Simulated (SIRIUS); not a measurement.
The system is Ge.

```
Ge
1.0
     0.00000    2.82891    2.82891
     2.82891    0.00000    2.82891
     2.82891    2.82891    0.00000
Ge
2
Direct
  0.75000 0.75000 0.75000
  0.50000 0.50000 0.50000
```

* Program: SIRIUS 7.12.0
* Task: single point
* Functional: PBEsol
* Potentials or basis: PseudoDojo 0.4.1 PBEsol standard (scalar relativistic)
* Cutoff: 1078 eV
* Density cutoff: 4311 eV
* k mesh: 8 × 8 × 8
* Occupations: fermi-dirac, width 0.05 eV
* Spin: no spin polarisation

On this cell: pressure 0.7 GPa; largest force zero by symmetry; band gap on the k mesh 0.00 eV.

The same run follows on a disturbed copy (atoms moved at random, drawn with an rms of 0.05 Å):

```
CELL_PARAMETERS angstrom
0.00000 2.82891 2.82891
2.82891 0.00000 2.82891
2.82891 2.82891 0.00000
ATOMIC_POSITIONS crystal
Ge 0.76097 0.73326 0.75334
Ge 0.49345 0.48940 0.51015
```

**Question.** What changes?

**Answer.** The energy moves by +9.5 meV/atom; pressure 0.8 GPa; largest force 0.687 eV/Å; band gap on the k mesh none (metal or under the smearing width).

Forces on the atoms (eV/Å):
```
Ge   0.432 -0.368 -0.387
Ge  -0.432  0.368  0.387
```

Stress tensor (GPa, compression positive):
```
 0.78 -1.08 -1.03
-1.08  0.80  1.22
-1.03  1.22  0.80
```
